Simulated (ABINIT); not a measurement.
The system is TiO.

```
CELL_PARAMETERS angstrom
3.03100 0.00000 0.00000
-1.51550 2.62492 0.00000
0.00000 0.00000 3.23770
ATOMIC_POSITIONS crystal
Ti 0.66667 0.33333 0.00000
O 0.00000 0.00000 0.50000
```

* Program: ABINIT 10.8.3 (patched build)
* Task: relaxation of cell and atoms
* Functional: LDA
* Potentials or basis: JTH PAW LDA v2.0
* Cutoff: 626 eV
* k mesh: 10 × 10 × 8
* Occupations: fermi-dirac, width 0.05 eV
* Spin: no spin polarisation

At the start: pressure -44.9 GPa; volume 12.88 Å³/atom.

Task: How do energy, volume and symmetry change on relaxing?

Result: Over 9 steps the energy falls by 755.7 meV/atom and the volume is 9.16 Å³/atom (-28.8 %); space group P-6m2 (No. 187, to 0.05 Å).

The path:
| step | energy change (eV) | largest force (eV/Å) | pressure (GPa) | volume (Å³) |
| --- | --- | --- | --- | --- |
| 1 | 0.0000 | 0.0000 | -44.88 | 25.76 |
| 2 | -0.9210 | 0.0000 | -36.25 | 22.38 |
| 3 | -0.9964 | 0.0000 | 66.78 | 15.56 |
| 4 | -1.4749 | 0.0000 | -11.78 | 19.18 |
| 5 | -1.5096 | 0.0000 | -2.56 | 18.49 |
| 6 | -1.5113 | 0.0000 | 0.30 | 18.31 |
| 7 | -1.5113 | 0.0000 | 0.10 | 18.32 |
| 8 | -1.5114 | 0.0000 | -0.02 | 18.33 |
| 9 | -1.5114 | 0.0000 | 0.00 | 18.33 |

Final structure:
```
CELL_PARAMETERS angstrom
2.76656 0.00000 0.00000
-1.38328 2.39591 0.00000
0.00000 0.00000 2.76529
ATOMIC_POSITIONS crystal
Ti 0.66667 0.33333 0.00000
O 0.00000 0.00000 0.50000
```

Caveat: the volume moved by over 15 % at a fixed basis, so the end points are rough.
